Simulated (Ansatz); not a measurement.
## How far is this Hf₅O₃ from the hull?

The calculation used Ansatz 0.2.0, DFT PBE, scalar-relativistic, plane waves, PAW. All cells share a 420 eV cutoff and Γ-centred k meshes spaced about 0.3 Å⁻¹ or finer (0.25 for metals, 2π included). No spin polarisation.

The zero of energy is the elements' standard structures at the same level (O₂ as a molecule); no fitted shifts are applied.

All energies are static (0 K, no zero-point motion). Spin–orbit coupling, which can matter for Hf, is left out.

The competitors are the elements and 1 reference phase of this chemical system (from databases or known types: HfO2), relaxed at the same level; other known phases may be missing.

The candidate was reached from: a cell proposed by chemical analogy.

```
Hf O
1.0
     4.91588   -2.26007    0.00000
     4.91588    2.26007    0.00000
    -4.68133    0.00000    5.30956
Hf O
5 3
Direct
  0.79959 0.79959 0.41147
  0.40988 0.40988 0.22500
  0.20041 0.20041 0.58853
  0.59012 0.59012 0.77500
  0.00000 0.00000 0.00000
  0.12338 0.12338 0.82838
  0.50000 0.50000 0.00000
  0.87662 0.87662 0.17162
```

The lowest competing mixture at this composition:

```tsv
phase	space group	source	share of atoms	ΔE_f (eV/atom)
Hf	-	element	0.4375	-0.0012
HfO2	P2_1/c (No. 14)	Materials Project	0.5625	-3.461
```

The lowest database cell of Hf (-0.0012) lies slightly below the reference, hence the non-zero entry.

Problem. What are the hull's energy here, the candidate's formation energy and its margin?

Solution. The hull lies at -1.947 eV/atom, the weighted sum of the last column. The candidate has -1.737 eV/atom, which is 0.21 eV/atom above it. The candidate matches no cell in the subsets of the Crystallography Open Database and the Materials Project at hand. The margin is far too high for a likely synthesis.
